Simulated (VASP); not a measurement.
# Ta (Im-3m) in VASP: a series of runs, part 2 of 2

VASP 6.6.1. The steps go on from the part before.

## Step 3: Single point, PBE

Input file INCAR:

```
PREC     = Accurate       # precision mode
ENCUT    = 600            # plane-wave cutoff, eV
EDIFF    = 1E-7           # SCF threshold, eV
ISMEAR   = 0              # smearing method
SIGMA    = 0.1            # smearing width, eV
LREAL    = F              # projectors in reciprocal space
LASPH    = T              # aspherical terms in the spheres
NELM     = 80             # most SCF steps
ALGO     = Fast           # electronic algorithm
ISIF     = 2              # what is computed and relaxed
LWAVE    = F              # write WAVECAR
LCHARG   = F              # write CHGCAR
GGA      = PE             # functional
NBANDS   = 12             # bands
```

Input file KPOINTS:

```
regular mesh
0
Gamma
  14 14 14
```

Input file POSCAR:

```
Ta
1.0
   -1.6512800000      1.6512800000      1.6512800000
    1.6512800000     -1.6512800000      1.6512800000
    1.6512800000      1.6512800000     -1.6512800000
Ta
1
Direct
    0.0000000000      0.0000000000      0.0000000000
```

Potentials or basis: VASP PAW PBE potentials, release 64 (Ta_pv).

Command:

```
cat potpaw_PBE.64/Ta_pv/POTCAR > POTCAR
mpirun -np 1 vasp_std > vasp.out
```

OUTCAR:

```text
PREC = Accurate
   ENCUT = 600
   EDIFF = 1E-7
   ISMEAR = 0
   LREAL = F
   LASPH = T
   NELM = 80
   ISIF = 2
   GGA = PE

 ion  position               nearest neighbor table
   1  0.000  0.000  0.000-

  LATTYP: Found a body centered cubic cell.
 ALAT       =     3.3025600000

  Lattice vectors:

 A1 = (  -1.6512800000,   1.6512800000,   1.6512800000)
 A2 = (   1.6512800000,  -1.6512800000,   1.6512800000)
 A3 = (   1.6512800000,   1.6512800000,  -1.6512800000)

Analysis of symmetry for initial positions (statically):
=====================================================================
 Subroutine PRICEL returns:
 Original cell was already a primitive cell.

 Routine SETGRP: Setting up the symmetry group for a
 body centered cubic supercell.

 Subroutine GETGRP returns: Found 48 space group operations
 (whereof 48 operations were pure point group operations)
 out of a pool of 48 trial point group operations.

The static configuration has the point symmetry O_h .

Analysis of symmetry for dynamics (positions and initial velocities):
=====================================================================
 Subroutine PRICEL returns:
 Original cell was already a primitive cell.

 Routine SETGRP: Setting up the symmetry group for a
 body centered cubic supercell.

 Subroutine GETGRP returns: Found 48 space group operations
 (whereof 48 operations were pure point group operations)
 out of a pool of 48 trial point group operations.

The dynamic configuration has the point symmetry O_h .

 Subroutine INISYM returns: Found 48 space group operations
 (whereof 48 operations are pure point group operations),
 and found     1 'primitive' translations

----------------------------------------------------------------------------------------

                                     Primitive cell

  volume of cell :      18.0104

  direct lattice vectors                    reciprocal lattice vectors
[... 107 lines left out ...]
  Fermi-wavevector in a.u.,A,eV,Ry     =   1.388988  2.624806 26.249534  1.929286
  Thomas-Fermi vector in A             =   2.513061
   LORBIT       =      0    0 simple, 1 ext, 2 COOP (PROOUT), +10 PAW based schemes
   GGA     = PE    functional components
   LHFCALC =     F    Hartree Fock is set to
   AEXX    =    0.0000 exact exchange contribution
   IVDW    =     0    specifies the selected vdW correction
   LEPSILON=     F    determine dielectric tensor
   LRPA    =     F    only Hartree local field effects (RPA)
 non-spin polarized calculation
 RMM-DIIS sequential band-by-band and
 Gauss-broadening in eV      SIGMA  =   0.10
  energy-cutoff  :      600.00
  volume of cell :       18.01
 maximum number of plane-waves:       616
   NGX = 11   NGY = 11   NGZ = 11

 number of electron      11.0000002 magnetization

 Free energy of the ion-electron system (eV)
  ---------------------------------------------------
  ext. energy  EPLUGINS =         0.00000000
  ---------------------------------------------------
  free energy    TOTEN  =       -11.81921967 eV

  energy without entropy =      -11.81465751  energy(sigma->0) =      -11.81693859

 E-fermi :   5.4772     XC(G=0): -12.6187

 val. band max:        5.4464320116   @ k =  -0.3571   0.4286   0.1429
 cond. band min:       5.5021752445   @ k =   0.0714   0.0714   0.0714
 fundamental gap:      0.0557432329
 Fermi energy:         5.4772238400

 k-point     1 :       0.0000    0.0000    0.0000
  band No.  band energies     occupation
      1     -27.5864      2.00000
      2     -27.5864      2.00000
      3     -27.5864      2.00000
      4      -2.4295      2.00000
      5       6.2203      0.00000
      6       6.2203      0.00000
      7       6.2203      0.00000
      8       9.4940      0.00000
      9       9.4940      0.00000
     10      20.4981      0.00000
     11      20.4981      0.00000
     12      20.4981      0.00000
[... 331 lines left out ...]
 k-point    24 :       0.3571    0.2857    0.0000
  band No.  band energies     occupation
      1     -28.4874      2.00000
      2     -28.3081      2.00000
      3     -27.7335      2.00000
      4       2.9311      2.00000
      5       4.2306      2.00000
      6       4.7817      2.00000
      7       9.7132      0.00000
      8      10.2870      0.00000
      9      14.4355      0.00000
     10      16.5780      0.00000
     11      18.3689      0.00000
     12      20.1881      0.00000

 [... further k-points ...]
[... 5 lines left out ...]
  --------------------------------------------------------------------------------------
  -------------------------------------------------------------------------------------
  Total        0.3550845      0.3550845      0.3550845     -0.0000000     -0.0000000      0.0000000
  in kB       31.5878577     31.5878577     31.5878577     -0.0000000     -0.0000000      0.0000000
  external PRESSURE =      31.5878577 kB  Pullay stress =       0.0000000 kB

 VOLUME and BASIS-vectors are now :
 -----------------------------------------------------------------------------
  energy-cutoff  :      600.00
  volume of cell :       18.01
      direct lattice vectors                 reciprocal lattice vectors
    -1.651280000  1.651280000  1.651280000     0.000000000  0.302795407  0.302795407
     1.651280000 -1.651280000  1.651280000     0.302795407  0.000000000  0.302795407
     1.651280000  1.651280000 -1.651280000     0.302795407  0.302795407  0.000000000

 POSITION                                       TOTAL-FORCE (eV/Angst)
 -----------------------------------------------------------------------------------
      0.00000      0.00000      0.00000        -0.000000      0.000000      0.000000
 -----------------------------------------------------------------------------------
    total drift:                               -0.000000      0.000000      0.000000

  FREE ENERGIE OF THE ION-ELECTRON SYSTEM (eV)
  ---------------------------------------------------
  free  energy   TOTEN  =       -11.8192196738 eV

  energy  without entropy=      -11.8146575106  energy(sigma->0) =      -11.81693859
```

OSZICAR:

```text
N       E                     dE             d eps       ncg     rms          rms(c)
DAV:   1     0.657541921239E+02    0.65754E+02   -0.65510E+03  2496   0.969E+02
DAV:   2    -0.111492110409E+02   -0.76903E+02   -0.75035E+02  2704   0.261E+02
DAV:   3    -0.122729663488E+02   -0.11238E+01   -0.11047E+01  2992   0.291E+01
DAV:   4    -0.122760739788E+02   -0.31076E-02   -0.31074E-02  2780   0.170E+00
DAV:   5    -0.122760846521E+02   -0.10673E-04   -0.10673E-04  2980   0.965E-02    0.134E+01
RMM:   6    -0.119257400300E+02    0.35034E+00   -0.24428E-01  2666   0.415E+00    0.657E+00
RMM:   7    -0.118193614166E+02    0.10638E+00   -0.25426E-01  2784   0.413E+00    0.339E-01
RMM:   8    -0.118191074236E+02    0.25399E-03   -0.10253E-02  2972   0.965E-01    0.213E-01
RMM:   9    -0.118192259346E+02   -0.11851E-03   -0.11641E-03  3094   0.314E-01    0.633E-02
RMM:  10    -0.118192226029E+02    0.33317E-05   -0.18726E-04  3067   0.118E-01    0.310E-02
RMM:  11    -0.118192184589E+02    0.41440E-05   -0.46308E-05  3219   0.579E-02    0.678E-03
RMM:  12    -0.118192193458E+02   -0.88690E-06   -0.90963E-06  3262   0.229E-02    0.843E-03
RMM:  13    -0.118192193830E+02   -0.37197E-07   -0.17862E-06  2999   0.884E-03    0.978E-03
RMM:  14    -0.118192195376E+02   -0.15458E-06   -0.54318E-07  2406   0.466E-03    0.146E-02
RMM:  15    -0.118192197013E+02   -0.16378E-06   -0.14503E-07  1963   0.248E-03    0.217E-02
RMM:  16    -0.118192196738E+02    0.27526E-07   -0.17400E-08  1791   0.108E-03
   1 F= -.11819220E+02 E0= -.11816939E+02  d E =-.456216E-02
```

Wall time 13 s (1 thread of Intel Xeon Platinum 8559C (Emerald Rapids), shared host); peak memory 0.15 GiB.

Results:

| Quantity | Value |
| --- | --- |
| Free energy | -11.8192 eV |
| Pressure | 3.2 GPa |
| Band gap on the k mesh | none (metal or under the smearing width) |

Levels at points of the mesh, in eV from the Fermi level:
```tsv
k point	band 1	band 2	band 3	band 4	band 5	band 6	band 7	band 8	band 9	band 10
(0.00, 0.00, 0.00)	-33.06	-33.06	-33.06	-7.91	0.74	0.74	0.74	4.02	4.02	15.02
(0.50, 0.00, 0.00)	-34.24	-33.44	-33.07	-4.37	-1.53	1.60	3.90	4.93	7.81	11.74
(0.50, 0.50, 0.50)	-33.88	-33.88	-33.88	-3.79	-3.79	6.84	6.84	6.84	8.67	8.67
```

The run has no spin-orbit coupling, so splittings on Ta are missing.

## Step 4: Single point, PBE

INCAR: that of step 3 with these lines changed.

```diff
@@ -1,3 +1,3 @@
 PREC     = Accurate       # precision mode
-ENCUT    = 600            # plane-wave cutoff, eV
+ENCUT    = 700            # plane-wave cutoff, eV
 EDIFF    = 1E-7           # SCF threshold, eV
```

KPOINTS is that of step 3.

POSCAR is that of step 3.

Potentials or basis: VASP PAW PBE potentials, release 64 (Ta_pv).

Command:

```
cat potpaw_PBE.64/Ta_pv/POTCAR > POTCAR
mpirun -np 1 vasp_std > vasp.out
```

OUTCAR:

```text
PREC = Accurate
   ENCUT = 700
   EDIFF = 1E-7
   ISMEAR = 0
   LREAL = F
   LASPH = T
   NELM = 80
   ISIF = 2
   GGA = PE

 ion  position               nearest neighbor table
   1  0.000  0.000  0.000-

  LATTYP: Found a body centered cubic cell.
 ALAT       =     3.3025600000

  Lattice vectors:

 A1 = (  -1.6512800000,   1.6512800000,   1.6512800000)
 A2 = (   1.6512800000,  -1.6512800000,   1.6512800000)
 A3 = (   1.6512800000,   1.6512800000,  -1.6512800000)

Analysis of symmetry for initial positions (statically):
=====================================================================
 Subroutine PRICEL returns:
 Original cell was already a primitive cell.

 Routine SETGRP: Setting up the symmetry group for a
 body centered cubic supercell.

 Subroutine GETGRP returns: Found 48 space group operations
 (whereof 48 operations were pure point group operations)
 out of a pool of 48 trial point group operations.

The static configuration has the point symmetry O_h .

Analysis of symmetry for dynamics (positions and initial velocities):
=====================================================================
 Subroutine PRICEL returns:
 Original cell was already a primitive cell.

 Routine SETGRP: Setting up the symmetry group for a
 body centered cubic supercell.

 Subroutine GETGRP returns: Found 48 space group operations
 (whereof 48 operations were pure point group operations)
 out of a pool of 48 trial point group operations.

The dynamic configuration has the point symmetry O_h .

 Subroutine INISYM returns: Found 48 space group operations
 (whereof 48 operations are pure point group operations),
 and found     1 'primitive' translations

----------------------------------------------------------------------------------------

                                     Primitive cell

  volume of cell :      18.0104

  direct lattice vectors                    reciprocal lattice vectors
    -1.651280000  1.651280000  1.651280000     0.000000000  0.302795407  0.302795407
     1.651280000 -1.651280000  1.651280000     0.302795407  0.000000000  0.302795407
     1.651280000  1.651280000 -1.651280000     0.302795407  0.302795407  0.000000000

  length of vectors
     2.860100858  2.860100858  2.860100858     0.428217371  0.428217371  0.428217371

  position of ions in fractional coordinates (direct lattice)
     0.000000000  0.000000000  0.000000000

  ion indices of the primitive-cell ions
   primitive index   ion index
                 1           1

----------------------------------------------------------------------------------------

 KPOINTS: regular mesh

Automatic generation of k-mesh.
 Grid dimensions read from file:
 generate k-points for:   14   14   14

 Generating k-lattice:

  Cartesian coordinates                     Fractional coordinates (reciprocal lattice)
     0.000000000  0.021628243  0.021628243     0.071428571  0.000000000  0.000000000
     0.021628243  0.000000000  0.021628243     0.000000000  0.071428571  0.000000000
     0.021628243  0.021628243  0.000000000     0.000000000  0.000000000  0.071428571

  Length of vectors
     0.030586955  0.030586955  0.030586955

  Shift w.r.t. Gamma in fractional coordinates (k-lattice)
     0.000000000  0.000000000  0.000000000

 Subroutine IBZKPT returns following result:
 ===========================================

 Found    104 irreducible k-points:

 Following reciprocal coordinates:
            Coordinates               Weight
  0.000000  0.000000  0.000000      1.000000
  0.071429  0.000000  0.000000     12.000000
  0.142857  0.000000  0.000000     12.000000
  0.214286  0.000000  0.000000     12.000000
  0.285714  0.000000  0.000000     12.000000
  0.357143  0.000000  0.000000     12.000000
[... 16 lines left out ...]
  0.285714  0.285714  0.000000     24.000000
  0.357143  0.285714  0.000000     24.000000
 [... further k-points ...]
   k-points           NKPTS =    104   k-points in BZ     NKDIM =    104   number of bands    NBANDS=     12
   number of dos      NEDOS =    301   number of ions     NIONS =      1
   total plane-waves  NPLWV =  21952
   dimension x,y,z NGX =    28 NGY =   28 NGZ =   28
   dimension x,y,z NGXF=    56 NGYF=   56 NGZF=   56
   ions per type =               1
   NGX,Y,Z   is equivalent  to a cutoff of  16.28, 16.28, 16.28 a.u.
   NGXF,Y,Z  is equivalent  to a cutoff of  32.55, 32.55, 32.55 a.u.
 SYSTEM =  unknown system
   PREC   = accura    normal or accurate (medium, high low for compatibility)
   ISTART =      0    job   : 0-new  1-cont  2-samecut
   ICHARG =      2    charge: 1-file 2-atom 10-const
   ISPIN  =      1    spin polarized calculation?
   LNONCOLLINEAR =      F non collinear calculations
   LSORBIT =      F    spin-orbit coupling
   LASPH  =      T    aspherical Exc in radial PAW
   ENCUT  =  700.0 eV  51.45 Ry    7.17 a.u.   6.17  6.17  6.17*2*pi/ulx,y,z
   NELM   =     80;   NELMIN=  2; NELMDL= -5     # of ELM steps
   EDIFF  = 0.1E-06   stopping-criterion for ELM
   LREAL  =      F    real-space projection
   EDIFFG = 0.1E-05   stopping-criterion for IOM
   NSW    =      0    number of steps for IOM
   IBRION =     -1    ionic relax: 0-MD 1-quasi-New 2-CG
   NFREE  =      0    steps in history (QN), initial steepest desc. (CG)
   ISIF   =      2    stress and relaxation
   ISYM   =      2    0-nonsym 1-usesym 2-fastsym
   POTIM  = 0.5000    time-step for ionic-motion
   TEBEG  =    0.0;   TEEND  =   0.0 temperature during run
   PSTRESS=    0.0 pullay stress
   NELECT =      11.0000    total number of electrons
   NUPDOWN=      -1.0000    fix difference up-down
   EMIN   =  10.00;   EMAX   =-10.00  energy-range for DOS
   EFERMI =   0.00;   METHOD = LEGACY
   ISMEAR =     0;   SIGMA  =   0.10  broadening in eV -4-tet -1-fermi 0-gaus
   EFERMI_NEDOS =   21; number of points for ismear=-14 and -15
   IALGO  =     68    algorithm
   IMIX   =      4    mixing-type and parameters
     AMIX     =   0.40;   BMIX     =  1.00
     AMIX_MAG =   1.60;   BMIX_MAG =  1.00
  volume/ion in A,a.u.               =      18.01       121.54
  Fermi-wavevector in a.u.,A,eV,Ry     =   1.388988  2.624806 26.249534  1.929286
  Thomas-Fermi vector in A             =   2.513061
   LORBIT       =      0    0 simple, 1 ext, 2 COOP (PROOUT), +10 PAW based schemes
   GGA     = PE    functional components
   LHFCALC =     F    Hartree Fock is set to
   AEXX    =    0.0000 exact exchange contribution
   IVDW    =     0    specifies the selected vdW correction
   LEPSILON=     F    determine dielectric tensor
   LRPA    =     F    only Hartree local field effects (RPA)
 non-spin polarized calculation
 RMM-DIIS sequential band-by-band and
 Gauss-broadening in eV      SIGMA  =   0.10
  energy-cutoff  :      700.00
  volume of cell :       18.01
 maximum number of plane-waves:       770
 NGX is ok and might be reduce to    28
   NGX = 13   NGY = 13   NGZ = 13

 number of electron      11.0000001 magnetization

 Free energy of the ion-electron system (eV)
  ---------------------------------------------------
  ext. energy  EPLUGINS =         0.00000000
  ---------------------------------------------------
  free energy    TOTEN  =       -11.81928870 eV

  energy without entropy =      -11.81472666  energy(sigma->0) =      -11.81700768

 E-fermi :   5.4772     XC(G=0): -12.6187

 val. band max:        5.4464175682   @ k =  -0.3571   0.4286   0.1429
 cond. band min:       5.5021683900   @ k =   0.0714   0.0714   0.0714
 fundamental gap:      0.0557508219
 Fermi energy:         5.4772116466

 k-point     1 :       0.0000    0.0000    0.0000
  band No.  band energies     occupation
      1     -27.5864      2.00000
      2     -27.5864      2.00000
      3     -27.5864      2.00000
      4      -2.4296      2.00000
      5       6.2203      0.00000
      6       6.2203      0.00000
      7       6.2203      0.00000
      8       9.4940      0.00000
      9       9.4940      0.00000
     10      20.4981      0.00000
     11      20.4981      0.00000
     12      20.4981      0.00000
[... 331 lines left out ...]
 k-point    24 :       0.3571    0.2857    0.0000
  band No.  band energies     occupation
      1     -28.4874      2.00000
      2     -28.3081      2.00000
      3     -27.7335      2.00000
      4       2.9311      2.00000
      5       4.2306      2.00000
      6       4.7817      2.00000
      7       9.7132      0.00000
      8      10.2870      0.00000
      9      14.4355      0.00000
     10      16.5779      0.00000
     11      18.3688      0.00000
     12      20.1870      0.00000

 [... further k-points ...]
[... 5 lines left out ...]
  --------------------------------------------------------------------------------------
  -------------------------------------------------------------------------------------
  Total        0.3562368      0.3562368      0.3562368      0.0000000      0.0000000      0.0000000
  in kB       31.6903616     31.6903616     31.6903616      0.0000000      0.0000000      0.0000000
  external PRESSURE =      31.6903616 kB  Pullay stress =       0.0000000 kB

 VOLUME and BASIS-vectors are now :
 -----------------------------------------------------------------------------
  energy-cutoff  :      700.00
  volume of cell :       18.01
      direct lattice vectors                 reciprocal lattice vectors
    -1.651280000  1.651280000  1.651280000     0.000000000  0.302795407  0.302795407
     1.651280000 -1.651280000  1.651280000     0.302795407  0.000000000  0.302795407
     1.651280000  1.651280000 -1.651280000     0.302795407  0.302795407  0.000000000

 POSITION                                       TOTAL-FORCE (eV/Angst)
 -----------------------------------------------------------------------------------
      0.00000      0.00000      0.00000         0.000000      0.000000      0.000000
 -----------------------------------------------------------------------------------
    total drift:                                0.000000     -0.000000     -0.000000

  FREE ENERGIE OF THE ION-ELECTRON SYSTEM (eV)
  ---------------------------------------------------
  free  energy   TOTEN  =       -11.8192887014 eV

  energy  without entropy=      -11.8147266644  energy(sigma->0) =      -11.81700768
```

Wall time 24 s (1 thread of Intel Xeon Platinum 8559C (Emerald Rapids), shared host); peak memory 0.18 GiB.

What came out:

- Free energy: -11.8193 eV
- Pressure: 3.2 GPa
- Band gap on the k mesh: none (metal or under the smearing width)

Levels at points of the mesh, in eV from the Fermi level:
| k point | band 3 | band 4 | band 5 | band 6 | band 7 | band 8 |
| --- | --- | --- | --- | --- | --- | --- |
| (0.00, 0.00, 0.00) | -33.06 | -7.91 | 0.74 | 0.74 | 0.74 | 4.02 |
| (0.50, 0.00, 0.00) | -33.07 | -4.37 | -1.53 | 1.60 | 3.90 | 4.93 |
| (0.50, 0.50, 0.50) | -33.88 | -3.79 | -3.79 | 6.84 | 6.84 | 6.84 |

## Step 5: Summary

```csv
cutoff (eV),gap on the mesh (eV),pressure (GPa)
520,none,3.1
600,none,3.2
700,none,3.2
```

Alike in all rows: task single point; level PBE; potentials or basis VASP PAW PBE potentials, release 64 (Ta_pv); no spin polarisation; cell as given; k mesh 14 × 14 × 14; smearing gaussian 0.1 eV.

Every run on the cell as given and a fine mesh finds a metal.

Absolute energies hang on the potentials; compare differences alone.
